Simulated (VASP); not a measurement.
A run of VASP 6.6.1 is set up as follows.

INCAR

```
PREC = Accurate
ENCUT = 480
EDIFF = 1E-7
ISMEAR = 0
SIGMA = 0.1
LREAL = False
LASPH = True
NELM = 60
ALGO = Fast
ISIF = 3
LWAVE = False
LCHARG = False
GGA = PS
IBRION = 2
NSW = 90
EDIFFG = -0.005
```

File KPOINTS:

```
regular mesh
0
Gamma
  14 14 14
```

The input POSCAR:

```
Si
1.0
    0.0000000000      2.7185000000      2.7185000000
    2.7185000000      0.0000000000      2.7185000000
    2.7185000000      2.7185000000      0.0000000000
Si
2
Direct
    0.5000000000      0.5000000000      0.5000000000
    0.7500000000      0.7500000000      0.7500000000
```

Potentials or basis: VASP PAW PBE potentials, release 64 (Si).

Run with:

```console
$ cat potpaw_PBE.64/Si/POTCAR > POTCAR
$ mpirun -np 1 vasp_std > vasp.out
```

(1) Estimate the relaxed volume.

(2) Predict the relaxed cell.

(3) Estimate the band gap on the k mesh.

Results:

(1) 20.07 Å³/atom.

(2) a = 3.843 Å, b = 3.843 Å, c = 3.843 Å, α = 60.00°, β = 60.00°, γ = 60.00°.

(3) 0.46 eV, indirect (least direct gap 2.52 eV).

Caveat: the PAW data sets were made with another functional, which shifts forces and pressure a little.
